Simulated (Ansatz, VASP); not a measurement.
Ba: VASP beside Ansatz

Contents of INCAR:

```
SYSTEM = Ba
PREC     = Accurate       ! precision mode
ENCUT    = 520            ! plane-wave cutoff, eV
EDIFF    = 1E-7           ! SCF threshold, eV
ISMEAR   = -1             ! smearing method
SIGMA    = 0.05           ! smearing width, eV
LREAL    = .False.        ! projectors in reciprocal space
LASPH    = .True.         ! aspherical terms in the spheres
NELM     = 60             ! most SCF steps
ALGO     = Normal         ! electronic algorithm
ISIF     = 2              ! what is computed and relaxed
LWAVE    = .False.        ! write WAVECAR
LCHARG   = .False.        ! write CHGCAR
GGA      = PE             ! functional
NBANDS   = 11             ! bands
```

File KPOINTS:

```
regular mesh
0
Gamma
  8 8 8
  0 0 0
```

File POSCAR:

```
Ba
1.0
   -2.4553325815      2.4553325815      2.4553325815
    2.4553325815     -2.4553325815      2.4553325815
    2.4553325815      2.4553325815     -2.4553325815
Ba
1
Direct
    0.0000000000      0.0000000000      0.0000000000
```

Contents of input.yaml:

```yaml
crystal:
  lattice:
    - [-2.4553325815, 2.4553325815, 2.4553325815]
    - [2.4553325815, -2.4553325815, 2.4553325815]
    - [2.4553325815, 2.4553325815, -2.4553325815]
  atoms:
    - { symbol: Ba, position: [0.0, 0.0, 0.0] }
kpoints:
  mp_grid: { grid: [8, 8, 8] }
scf:
  occupations: { method: fermi_dirac, width: 0.05 }
hamiltonian:
  xc: pbe
  pseudopotentials: { kind: all_electron, lapw: { basis_error: 0.0005 } }
output:
  forces: true
  stress: true
  eigenvalues: true
```

Change from the starting cell: volume scaled by 0.94.

Alike in both runs: task single point; functional PBE; k mesh 8 × 8 × 8; occupations fermi-dirac, width 0.05 eV; no spin polarisation.

```csv
,VASP,Ansatz
version,VASP 6.6.1,Ansatz 0.2.0
potentials or method,"VASP PAW PBE potentials, release 64 (Ba_sv)","all-electron LAPW, scalar-relativistic"
plane-wave cutoff (eV),520,see its input
```

|  | VASP | Ansatz | Ansatz less VASP |
| --- | --- | --- | --- |
| gap on the k mesh at the Fermi level (eV) | none | none | - |
| pressure (GPa) | 0.7 | 0.6 | -0.07 |

A gap of «none» marks a metal or a gap that the smearing closes. Ansatz ran all-electron here, so the differences hold the error of VASP's frozen core and of both bases.

The runs have no spin-orbit coupling, so splittings on Ba are missing.
